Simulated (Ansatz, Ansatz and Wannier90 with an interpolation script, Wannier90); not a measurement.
Planning a run of Wannier90 4.0.3 on BP (honeycomb monolayer). The input:

```
num_iter = 1200
conv_tol = 1.0e-8
conv_window = 5
dis_num_iter = 4000
dis_conv_tol = 1.0e-8
dis_mix_ratio = 0.7
write_hr = true
use_ws_distance = false
num_print_cycles = 50
! ansatz wannier90 interface
! projections by site (counted from 0) and shell: 0 2S, 0 2P, 1 3P
! states of the run's bands (counted from 1): 1-41
num_bands = 41
num_wann  = 7
dis_win_min = -13.59
dis_win_max = 15.08
dis_froz_min = -13.59
dis_froz_max = -1.43
guiding_centres = true
shell_list = 5 1

begin unit_cell_cart
Ang
       3.2141843468143807                      0.0                      0.0
      -1.6070921734071903        2.783565296787546                      0.0
                      0.0                      0.0                     23.2
end unit_cell_cart

begin atoms_frac
B         0.3333333333333333       0.6666666666666666                      0.5
P         0.6666666666666666       0.3333333333333333                      0.5
end atoms_frac

mp_grid = 24 24 1

[... the mesh's points ...]
```

```sh
OMP_NUM_THREADS=1 mpirun -n 8 wannier90.x w > wannier90.x.log
```

Question: Estimate wall time and host memory on 8 MPI ranks of Arm Neoverse V2, shared host.

It took 30 s; on shared hardware allow 15 s to 59 s.

[Paths, hosts, dates, memory and timing lines, banners, echoed tables and standing remarks are left out of the program output.]

[Logs are printed without paths, hosts, clocks, repeated set-up lines and the standing remarks that a program may print on its own settings, such as how far it seeks lower states.]

[Runs of the session that timed out or met a known fault of the program may be left out.]

[Hosts, paths, dates, database ids (printed as entryN), source tags and the programs' standing remarks are cut or masked in the printed files.]
